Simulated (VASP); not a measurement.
Cs2AgBiBr6, 10 atoms in the cell. Symmetry: Fm-3m, No. 225, cubic system. Conventional cell: a = 11.232 Å, b = 11.232 Å, c = 11.232 Å, α = 90.00°, β = 90.00°, γ = 90.00°. Around Cs (site symmetry -43m) lie 12 Br at 3.97 Å. Around Ag (site symmetry m-3m) lie 6 Br at 2.80 Å. Around Bi (site symmetry m-3m) lie 6 Br at 2.81 Å. Br (site symmetry 4mm) is surrounded by 1 Ag at 2.80 Å and 1 Bi at 2.81 Å. 

* Program: VASP 6.6.1
* Task: relaxation of cell and atoms
* Functional: PBE
* Potentials or basis: VASP PAW PBE potentials, release 64 (Cs_sv, Ag, Bi, Br)
* Cutoff: 300 eV
* k mesh: 2 × 2 × 2
* Occupations: gaussian, width 0.03 eV
* Spin: no spin polarisation
* Further INCAR settings: ALGO = Normal; EDIFF = 1e-06; IBRION = 2; EDIFFG = -0.01; NSW = 90; ISIF = 3

Potentials or basis: VASP PAW PBE potentials, release 64 (Cs_sv, Ag, Bi, Br).

The run is started by

```sh
$ cat potpaw_PBE.64/Cs_sv/POTCAR potpaw_PBE.64/Ag/POTCAR potpaw_PBE.64/Bi/POTCAR potpaw_PBE.64/Br/POTCAR > POTCAR
$ mpirun -np 2 vasp_std > vasp.out
```

Hardware: 2 MPI ranks on Intel(R) Xeon(R) Platinum 8559C (Emerald Rapids), with other jobs on the host.

How long does it take, and how much memory?

Wall time 74 s on 2 MPI ranks on Intel(R) Xeon(R) Platinum 8559C (Emerald Rapids), with other jobs on the host, peak memory 0.23 GiB a rank. Counts: scf iterations 54, k points 3, ion steps 6.
